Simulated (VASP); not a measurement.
A run of VASP 6.6.1 is set up as follows.

Contents of INCAR:

```
PREC = Accurate ; ENCUT = 600
EDIFF = 1E-7 ; ISMEAR = 0
SIGMA = 0.03 ; LREAL = F
LASPH = T ; NELM = 80
ALGO = Normal ; ISIF = 2
LWAVE = F ; LCHARG = F
GGA = PS ; IBRION = 2
NSW = 40 ; EDIFFG = -0.01
```

The input KPOINTS:

```
Automatic mesh
0
Gamma
  8 8 8
```

POSCAR

```
PbS                                     
1.0
    0.0000000000      2.9319378717      2.9319378717
    2.9319378717      0.0000000000      2.9319378717
    2.9319378717      2.9319378717      0.0000000000
  Pb              S             
     1     1
Direct
     0.0000000000000000    0.0000000000000000    0.0000000000000000
     0.5000000000000000    0.5000000000000000    0.5000000000000000
```

Potentials or basis: VASP PAW PBE potentials, release 64 (Pb_d, S).

Run with:

```bash
$ cat potpaw_PBE.64/Pb_d/POTCAR potpaw_PBE.64/S/POTCAR > POTCAR
$ mpirun -np 1 vasp_std > vasp.out
```

What does it give for the band gap on the k mesh?

0.12 eV, direct.

Final structure:
```
Pb S
1.0
     0.00000    2.93194    2.93194
     2.93194    0.00000    2.93194
     2.93194    2.93194    0.00000
Pb S
1 1
Direct
  0.00000 0.00000 0.00000
  0.50000 0.50000 0.50000
```

Caveat: the relaxation stopped at its first step, so nothing moved; spin-orbit coupling is left out, which as a rule narrows the gap of such compounds by several tenths of an eV. A k mesh can miss the band edges.
